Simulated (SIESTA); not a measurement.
ZrS under changes of volume

One of the cells (18.088 Å³/atom); the others are scaled copies at fixed shape and fractional positions:

```
Zr S
1.0
     0.00000    2.62500    2.62500
     2.62500    0.00000    2.62500
     2.62500    2.62500    0.00000
Zr S
1 1
Cartesian
  0.0000 0.0000 0.0000
  2.6250 2.6250 2.6250
```

| Property | Result |
| --- | --- |
| Program | SIESTA 5.4.2 |
| Functional | LDA |
| Potentials or basis | PseudoDojo 0.4 standard (LDA files) |
| Basis | DZP (energy shift 0.003 Ry; two zetas on semicore shells) |
| Grid cutoff | 800 Ry |
| Energy shift | 0.003 Ry |
| k mesh | 9 × 9 × 9 |
| Occupations | fermi-dirac, width 0.05 eV |
| Spin | no spin polarisation |

| volume (Å³/atom) | energy over the lowest point (meV/atom) | pressure (GPa) |
| --- | --- | --- |
| 17.003 | 0.12 | 1.8 |
| 17.364 | 0.00 | -1.5 |
| 17.726 | ? | ? |
| 18.088 | 19.64 | -6.9 |
| 18.450 | 38.05 | -9.2 |
| 18.811 | 61.38 | -11.3 |
| 19.173 | 89.07 | -13.1 |

Problem. What does the run at 17.726 Å³/atom give?

Solution. Energy over the lowest point 6.73 meV/atom; pressure -4.4 GPa.

Worked out: A Birch-Murnaghan fit of order 3 (a polynomial in V^(-2/3)) to the other rows has its minimum at 17.19 Å³/atom with B0 = V·E''(V) = 153 GPa and B' = 4.4. It gives 6.74 meV/atom at 17.726 Å³/atom, against the run's 6.73, and -dE/dV = -4.4 GPa, against -4.4.

Energies are extrapolated to zero smearing.

Caveats: the basis of atomic orbitals isn't converged, which shifts pressures, moduli and gaps.
